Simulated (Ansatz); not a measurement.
# Ni: is there a lower state than plain starts find?

Aim: test whether Ni has a self-consistent state below the best one that plain SCF starts reached, by the runs listed below. System: Ni, the measured crystal structure (space group Fm-3m, primitive cell doubled); the cell holds 2 atoms. Source: COD entry 9013002; the sample's temperature and pressure aren't taken into account.

Method: DFT PBE, PAW, plane waves, scalar-relativistic, in Ansatz 0.2.0.

## (1) Starting point

It takes space group Fm-3m (No. 225, cubic). The conventional cell has a = 3.545 Å, b = 3.545 Å, c = 3.545 Å, α = 90.00°, β = 90.00°, γ = 90.00°. Around Ni (site symmetry m-3m) lie 12 Ni at 2.51 Å.

Coordinates:

```xyz
2
Lattice="-1.7724 -3.5448 -1.7724 -1.7724 0.0000 -1.7724 1.7724 0.0000 -1.7724" Properties=species:S:1:pos:R:3 pbc="T T T"
Ni    0.0000    0.0000    0.0000
Ni    0.0000   -1.7724   -1.7724
```

Labels such as Ni2 number the atoms in the order of the input file.

Known so far: 9 plain starts ended in 2 states. The lowest came from “parallel moments, plain SCF [Ni1 2.00, Ni2 2.00 μB]”: ferromagnetic, site moments Ni1 0.66, Ni2 0.66 μB, total 1.25 μB per cell, no gap on the k-mesh, free energy -11679.4906 eV.

Runs to come: parallel moments, default search for lower states; opposed moments +-, default search for lower states; the moments typed in its input, symmetry off, plain SCF; the moments typed in its input, standard search for lower states; the moments typed in its input, symmetry off, default search.

A plain SCF has the search for lower states switched off and ends at the first converged state. The default search lets the program follow hints of a lower state (another filling of open shells, a soft direction), where it sees any. The standard and full searches may also try other magnetic orders and fillings, and need not reach the lowest state. With a search on, the program may also reshape the start on open shells. 

The total moment includes the space between the atomic spheres.

## (2) Parallel moments, default search for lower states

input.yaml

```yaml
crystal:
  lattice:
    - [-1.7724, -3.5448, -1.7724]
    - [-1.7724, 0.0, -1.7724]
    - [1.7724, 0.0, -1.7724]
  atoms:
    - { symbol: Ni, position: [0.0, 0.0, 0.0], spin: 2.0 }
    - { symbol: Ni, position: [0.5, 0.0, 0.5], spin: 2.0 }
magnetization:
  spin_polarized: true
hamiltonian:
  xc: pbe
  pseudopotentials: { kind: paw }
basis:
  ecutwfc: 420
kpoints:
  mp_grid: { grid: [8, 14, 11] }
scf:
  occupations: { method: fermi_dirac, width: 0.1 }
output:
  forces: true
  stress: true
```

On the command line:

```sh
ansatz run input.yaml --threads 2 --pin off --max-ram 5120MiB --backend cpu --events-out ev --progress --plain --runs-dir out
```

Standard output, shortened:

```text
Warning: crystal.symmetry: narrowed to the stabiliser of the k-point mesh — unitary ops 32 → 8; excluded 24 operations that carry a point of the 8×14×11 mesh (shift [0, 0, 0]) off the mesh (the run samples exactly the mesh kpoints.mp_grid names, as under crystal.symmetry.detect: false, [...]
Pseudopotentials: kind: paw
Pseudopotential: Ni, paw, valence charge 18, recommended cutoff 420 eV (normal), Ni.paw.azcp
Functional definition: PBE
[...]
Crystal: 2 atoms, lattice volume = 22.271 Å³
Basis set: ecut = 420 eV, 451 PW (Γ), exchange–correlation on 60×36×36 points (8 copies of the dense FFT grid, shifted against one another)
Bands: 24, of which v1, the nominal top of the filled ones, is band 18 counted from 1 (17 counted from 0)
Symmetry: 8 space group operations
k-points: 348 of 1232
[...]
Starting moments: Σ|m| = 4 μB on 2 of 2 sites
[...]
SCF iter   1: F=—  HF=-11678.308474 eV  |F-HF|=—  |Δ(HF+E_count)|=         —  Δρ=1.62e-1 (↑1.62e-1 ↓8.72e-2)  dr2=1.03e0  dr2_m=3.07e0  M=1.896 μB ∫|m|=2.043 μB  β_m=0.30  ethr=2.86e-3  ⟨swp⟩=1.0  Hψ=82085  notcnv=0
[...]
SCF iter   9: F=-11679.490647 eV  HF=-11679.490647 eV  |F-HF|=5.82e-11  |Δ(HF+E_count)|=   1.79e-8  Δρ=7.43e-7 (↑4.58e-7 ↓7.43e-7)  dr2=1.07e-10  dr2_m=2.66e-11  M=1.252 μB ∫|m|=1.434 μB  ethr=5.96e-11  ⟨swp⟩=2.5  Hψ=53670  notcnv=0
[...]
SCF converged after 9 iterations
Magnetization: 1.2519 μB (18.6260 up, 17.3740 down)
Absolute magnetization: 1.4360 μB (∫|ρ↑−ρ↓|, with the PAW one-centre terms)
Spin contamination: 0.0141 ħ² per cell (⟨S²⟩ above its minimum at these occupations)
Per-site moments (μB) at R_I (Å): [(0.6648120101517973, 1.0339527486544056), (0.6648120101517971, 1.0339527486544056)]
Free energy (F): -11679.490647 eV
[...]
E sigma→0 (E₀):  -11679.435483 eV
Entropy (-TS):   -0.110328 eV (-55.164 meV/atom)
Fermi energy:    17.649021 eV
[... 24 lines left out: energy terms, forces, stress ...]
```

It took 16 s on 2 threads of Arm Neoverse V1, shared host; peak memory 0.55 GiB.

Nothing new: the 9 iterations lead to the state found in step 1 (ferromagnetic).

## (3) Opposed moments +-, default search for lower states

input.yaml, as its differences from that of step 2:

```diff
@@ -7,3 +7,3 @@
     - { symbol: Ni, position: [0.0, 0.0, 0.0], spin: 2.0 }
-    - { symbol: Ni, position: [0.5, 0.0, 0.5], spin: 2.0 }
+    - { symbol: Ni, position: [0.5, 0.0, 0.5], spin: -2.0 }
 magnetization:
@@ -22 +22,5 @@
   stress: true
+  write_density: true
+  write_potential: true
+  elf: true
+  volumetric_format: npy
```

On the command line:

```sh
ansatz run input.yaml --threads 2 --pin off --max-ram 5120MiB --backend cpu --events-out ev --progress --plain --runs-dir out
```

Standard output, shortened:

```text
Warning: crystal.symmetry: narrowed to the stabiliser of the k-point mesh — unitary ops 16 → 4; excluded 12 operations that carry a point of the 8×14×11 mesh (shift [0, 0, 0]) off the mesh (the run samples exactly the mesh kpoints.mp_grid names, as under crystal.symmetry.detect: false, [...]
[... 11 lines as in an earlier run ...]
Symmetry: 4 space group operations
[... 5 lines as in an earlier run ...]
Starting moments: Σ|m| = 4 μB on 2 of 2 sites
[... 2 lines as in an earlier run ...]
spin-down is spin-up translated by (0.5, 0, 0.5): one eigenproblem is solved per k-point and the antiferromagnetic symmetry of the starting moments is kept exactly by this SCF (crystal.symmetry.spin_inversion_symmetry: false solves both channels; [...]
SCF iter   1: F=—  HF=-11678.535807 eV  |F-HF|=—  |Δ(HF+E_count)|=         —  Δρ=2.06e-1 (↑2.06e-1 ↓2.06e-1)  dr2=9.69e-1  dr2_m=8.34e0  M=0.000 μB ∫|m|=1.057 μB  β_m=0.30  ethr=2.69e-3  ⟨swp⟩=1.3  Hψ=41575  notcnv=0
[...]
Starting moments: Σ|m| = 4 μB on 2 of 2 sites; this step starts from the density that it was given
[...]
SCF iter   2: F=-11679.490647 eV  HF=-11679.490647 eV  |F-HF|=2.28e-9  |Δ(HF+E_count)|=   3.22e-9  Δρ=3.97e-6 (↑3.32e-6 ↓3.97e-6)  dr2=3.26e-9  dr2_m=8.90e-10  M=-1.252 μB ∫|m|=1.434 μB  ethr=7.61e-11  ⟨swp⟩=6.8  Hψ=81214  notcnv=0
[...]
the run went on to a lower state, not held to the crystal's whole symmetry: an SCF along what the orbitals of the run's state read of its open shells (or to have them read: on a GPU, or by another smearing), with the run's symmetry operations kept and the antiferromagnet's [...]
WARN: the starting moments were not kept: 1 of 2 ended reversed and 1 kept their direction, counting a site from 0.1 of the cell's largest site moment. The largest reversed, site 0 (counted from 0, in the order of the report's site_moments_mub), started with +2.0 μB and closes at -6.6e-1 [...]
SCF converged after 2 iterations
Magnetization: -1.2520 μB (17.3740 up, 18.6260 down)
Absolute magnetization: 1.4360 μB (∫|ρ↑−ρ↓|, with the PAW one-centre terms)
Spin contamination: 0.0141 ħ² per cell (⟨S²⟩ above its minimum at these occupations)
Per-site moments (μB) at R_I (Å): [(-0.664819813433753, 1.0339527486544056), (-0.6648174713769928, 1.0339527486544056)]
Free energy (F): -11679.490647 eV
[...]
E sigma→0 (E₀):  -11679.435483 eV
Entropy (-TS):   -0.110329 eV (-55.164 meV/atom)
Fermi energy:    17.649020 eV
[... 29 lines left out: energy terms, forces, stress, bands ...]
```

Wall time 94 s (2 threads of Arm Neoverse V1, shared host); peak memory 1.4 GiB.

The run ends in the same state as step 1 (ferromagnetic); it took 19 iterations.

## (4) The moments typed in its input, symmetry off, plain SCF

input.yaml

```yaml
crystal:
  lattice:
    - [-1.7724, -3.5448, -1.7724]
    - [-1.7724, 0.0, -1.7724]
    - [1.7724, 0.0, -1.7724]
  atoms:
    - { symbol: Ni, position: [0.0, 0.0, 0.0], spin: 2.0 }
    - { symbol: Ni, position: [0.5, 0.0, 0.5], spin: 2.0 }
  symmetry: { detect: false, time_reversal: true }
magnetization:
  spin_polarized: true
hamiltonian:
  xc: pbe
  pseudopotentials: { kind: paw }
basis:
  ecutwfc: 420
kpoints:
  mp_grid: { grid: [8, 14, 11] }
scf:
  occupations: { method: fermi_dirac, width: 0.1 }
  lower_state_search: "off"
output:
  forces: true
  stress: true
```

On the command line:

```sh
ansatz run input.yaml --threads 2 --pin off --max-ram 5120MiB --backend cpu --events-out ev --progress --plain --runs-dir out
```

Standard output, shortened:

```text
[... 11 lines as in an earlier run ...]
Symmetry: 1 space group operations
k-points: 618 of 1232 (time reversal used)
[... 4 lines as in an earlier run ...]
Starting moments: Σ|m| = 4 μB on 2 of 2 sites
[... 2 lines as in an earlier run ...]
[...]
SCF iter   1: F=—  HF=-11678.940472 eV  |F-HF|=—  |Δ(HF+E_count)|=         —  Δρ=1.27e-1 (↑1.13e-1 ↓1.27e-1)  dr2=3.04e-2  dr2_m=2.92e0  M=1.877 μB ∫|m|=2.092 μB  β_m=0.30  ethr=8.45e-5  ⟨swp⟩=1.0  Hψ=145655  notcnv=0
[...]
spin-set hold released at iteration 1 (the charge has settled, or the pull on large starting moments outlasts its swing): the magnetisation degrees of freedom join the quasi-Newton model from the next iteration; the mixer history was flushed
[...]
SCF iter  13: F=-11679.490647 eV  HF=-11679.490647 eV  |F-HF|=2.91e-9  |Δ(HF+E_count)|=  1.11e-10  Δρ=3.11e-6 (↑2.22e-6 ↓3.11e-6)  dr2=3.00e-9  dr2_m=1.52e-10  M=1.252 μB ∫|m|=1.434 μB  ethr=4.91e-11  ⟨swp⟩=2.0  Hψ=89418  notcnv=0
[...]
SCF converged after 13 iterations
an eigenvalue changed by more than its tolerance at an iteration that met the thresholds in force, so the SCF went on 1 time: the last check found none over its tolerance
Magnetization: 1.2519 μB (18.6260 up, 17.3740 down)
Absolute magnetization: 1.4360 μB (∫|ρ↑−ρ↓|, with the PAW one-centre terms)
Spin contamination: 0.0141 ħ² per cell (⟨S²⟩ above its minimum at these occupations)
Per-site moments (μB) at R_I (Å): [(0.6648118699513123, 1.0339527486544056), (0.6648075082801256, 1.0339527486544056)]
Free energy (F): -11679.490647 eV
[...]
E sigma→0 (E₀):  -11679.435483 eV
Entropy (-TS):   -0.110328 eV (-55.164 meV/atom)
Fermi energy:    17.648984 eV
[... 24 lines left out: energy terms, forces, stress ...]
```

Run time: 60 s. Hardware: 2 threads of Arm Neoverse V1, shared host; peak memory 0.8 GiB.

This is the state of step 1 again (ferromagnetic), after 13 iterations.

## (5) The moments typed in its input, standard search for lower states

input.yaml, as its differences from that of step 4:

```diff
@@ -8,3 +8,2 @@
     - { symbol: Ni, position: [0.5, 0.0, 0.5], spin: 2.0 }
-  symmetry: { detect: false, time_reversal: true }
 magnetization:
@@ -20,3 +19,3 @@
   occupations: { method: fermi_dirac, width: 0.1 }
-  lower_state_search: "off"
+  lower_state_search: standard
 output:
@@ -24 +23,5 @@
   stress: true
+  write_density: true
+  write_potential: true
+  elf: true
+  volumetric_format: npy
```

On the command line:

```sh
ansatz run input.yaml --threads 2 --pin off --max-ram 5120MiB --backend cpu --events-out ev --progress --plain --runs-dir out
```

Standard output, shortened:

```text
[... 1 line as in an earlier run ...]
the run goes by scf.lower_state_search standard: where its kind and settings allow, a search for a lower-energy state can add stability tests and further SCF calculations, which can take several times, in some runs tens of times, as long as the SCF (see the manual's entry of the key); [...]
[... 17 lines as in an earlier run ...]
Starting moments: Σ|m| = 4 μB on 2 of 2 sites
[... 3 lines as in an earlier run ...]
SCF iter   1: F=—  HF=-11678.308474 eV  |F-HF|=—  |Δ(HF+E_count)|=         —  Δρ=1.62e-1 (↑1.62e-1 ↓8.72e-2)  dr2=1.03e0  dr2_m=3.07e0  M=1.896 μB ∫|m|=2.043 μB  β_m=0.30  ethr=2.86e-3  ⟨swp⟩=1.0  Hψ=82085  notcnv=0
[...]
SCF iter   9: F=-11679.490647 eV  HF=-11679.490647 eV  |F-HF|=6.00e-11  |Δ(HF+E_count)|=   1.79e-8  Δρ=7.43e-7 (↑4.57e-7 ↓7.43e-7)  dr2=1.07e-10  dr2_m=2.66e-11  M=1.252 μB ∫|m|=1.434 μB  ethr=5.96e-11  ⟨swp⟩=7.5  Hψ=95750  notcnv=0
[...]
SCF converged after 9 iterations
Magnetization: 1.2519 μB (18.6260 up, 17.3740 down)
Absolute magnetization: 1.4360 μB (∫|ρ↑−ρ↓|, with the PAW one-centre terms)
Spin contamination: 0.0141 ħ² per cell (⟨S²⟩ above its minimum at these occupations)
Per-site moments (μB) at R_I (Å): [(0.664812012251165, 1.0339527486544056), (0.6648120122511647, 1.0339527486544056)]
Free energy (F): -11679.490647 eV
[...]
E sigma→0 (E₀):  -11679.435483 eV
Entropy (-TS):   -0.110328 eV (-55.164 meV/atom)
Fermi energy:    17.649021 eV
[... 29 lines left out: energy terms, forces, stress, bands ...]
```

Wall time 19 s (2 threads of Arm Neoverse V1, shared host); peak memory 0.57 GiB.

This is the state of step 1 again (ferromagnetic), after 9 iterations.

## (6) The moments typed in its input, symmetry off, default search

input.yaml, as its differences from that of step 5:

```diff
@@ -8,2 +8,3 @@
     - { symbol: Ni, position: [0.5, 0.0, 0.5], spin: 2.0 }
+  symmetry: { detect: false, time_reversal: true }
 magnetization:
@@ -19,3 +20,2 @@
   occupations: { method: fermi_dirac, width: 0.1 }
-  lower_state_search: standard
 output:
```

On the command line:

```sh
ansatz run input.yaml --threads 2 --pin off --max-ram 5120MiB --backend cpu --events-out ev --progress --plain --runs-dir out
```

Standard output, shortened:

```text
[... 17 lines as in an earlier run ...]
Starting moments: Σ|m| = 4 μB on 2 of 2 sites
[... 3 lines as in an earlier run ...]
SCF iter   1: F=—  HF=-11678.308480 eV  |F-HF|=—  |Δ(HF+E_count)|=         —  Δρ=1.62e-1 (↑1.62e-1 ↓8.72e-2)  dr2=1.03e0  dr2_m=3.07e0  M=1.896 μB ∫|m|=2.043 μB  β_m=0.30  ethr=2.86e-3  ⟨swp⟩=1.0  Hψ=145645  notcnv=0
[...]
SCF iter  10: F=-11679.490647 eV  HF=-11679.490647 eV  |F-HF|=9.76e-9  |Δ(HF+E_count)|=   4.93e-8  Δρ=6.13e-6 (↑3.19e-6 ↓6.13e-6)  dr2=1.12e-8  dr2_m=6.05e-10  M=1.252 μB ∫|m|=1.434 μB  ethr=1.72e-10  ⟨swp⟩=7.7  Hψ=173722  notcnv=0
[...]
SCF converged after 10 iterations
Magnetization: 1.2519 μB (18.6260 up, 17.3740 down)
Absolute magnetization: 1.4360 μB (∫|ρ↑−ρ↓|, with the PAW one-centre terms)
Spin contamination: 0.0141 ħ² per cell (⟨S²⟩ above its minimum at these occupations)
Per-site moments (μB) at R_I (Å): [(0.6648178514198807, 1.0339527486544056), (0.6648067885353244, 1.0339527486544056)]
Free energy (F): -11679.490647 eV
[...]
E sigma→0 (E₀):  -11679.435483 eV
Entropy (-TS):   -0.110328 eV (-55.164 meV/atom)
Fermi energy:    17.649067 eV
[... 29 lines left out: energy terms, forces, stress, bands ...]
```

Wall time 69 s (2 threads of Arm Neoverse V1, shared host); peak memory 0.86 GiB.

This is the state of step 1 again (ferromagnetic), after 10 iterations.

## (7) The runs side by side

| step | iterations | state | moments of Ni1 Ni2 (μB) | total (μB) | gap (eV) | pressure (GPa) | above lowest (meV/atom) |
| --- | --- | --- | --- | --- | --- | --- | --- |
| 1 | 11 | 1 | 0.66 0.66 | 1.25 | none | -3.9 | 0.0 |
| 2 | 9 | 1 | 0.66 0.66 | 1.25 | none | -3.9 | 0.0 |
| 3 | 19 | 1 | -0.66 -0.66 | -1.25 | none | -3.9 | 0.0 |
| 4 | 13 | 1 | 0.66 0.66 | 1.25 | none | -3.9 | 0.0 |
| 5 | 9 | 1 | 0.66 0.66 | 1.25 | none | -3.9 | 0.0 |
| 6 | 10 | 1 | 0.66 0.66 | 1.25 | none | -3.9 | 0.0 |

States are numbered from the lowest. Starts by step: 2 parallel moments, default search for lower states; 3 opposed moments +-, default search for lower states; 4 the moments typed in its input, symmetry off, plain SCF; 5 the moments typed in its input, standard search for lower states; 6 the moments typed in its input, symmetry off, default search. Step 1 is the best of the earlier plain starts.

The 5 runs of this session took 4.3 min in all, from 16 s to 94 s each.

Decimal logarithm of the largest residual (eV) by iteration, counted through all cycles of a run:

| iteration | step 2 | step 3 | step 4 | step 5 | step 6 |
| --- | --- | --- | --- | --- | --- |
| 1 | 0.5 | 0.9 | 0.5 | 0.5 | 0.5 |
| 2 | 0.3 | 0.7 | 0.3 | 0.3 | 0.3 |
| 3 | -0.2 | 1.1 | -1.0 | -0.2 | -0.2 |
| 4 | -1.2 | -1.2 | -2.1 | -1.2 | -1.2 |
| 5 | -4.3 | -1.8 | -3.0 | -4.3 | -4.3 |
| 6 | -4.0 | -2.8 | -3.1 | -4.0 | -3.1 |
| 8 | -7.7 | -5.3 | -3.9 | -7.7 | -5.8 |
| 9 | -10.0 | -6.3 | -5.5 | -10.0 | -7.2 |
| 11 | - | -9.1 | -7.1 | - | - |
| 12 | - | -9.1 | -7.8 | - | - |
| 14 | - | -2.3 | - | - | - |
| 16 | - | -7.6 | - | - | - |
| 17 | - | -7.6 | - | - | - |
| 19 | - | -8.5 | - | - | - |

## (8) Results

| quantity | value |
| --- | --- |
| distinct states | 1 from 6 converged runs, the best start of step 1 counted |
| lowest state | ferromagnetic |
| its moments | Ni1 0.66, Ni2 0.66 μB |
| total moment | 1.25 μB per cell |
| gap on the k-mesh | none |
| pressure | -3.9 GPa |
| largest force | 0.000 eV/Å |

**Reading.** No run goes below the best plain start. Distinct end states: 1, from 6 converged runs. These are lowest states among those tried, not proven ground states. The mesh has less symmetry than the lattice, which lowers the symmetry of the run.
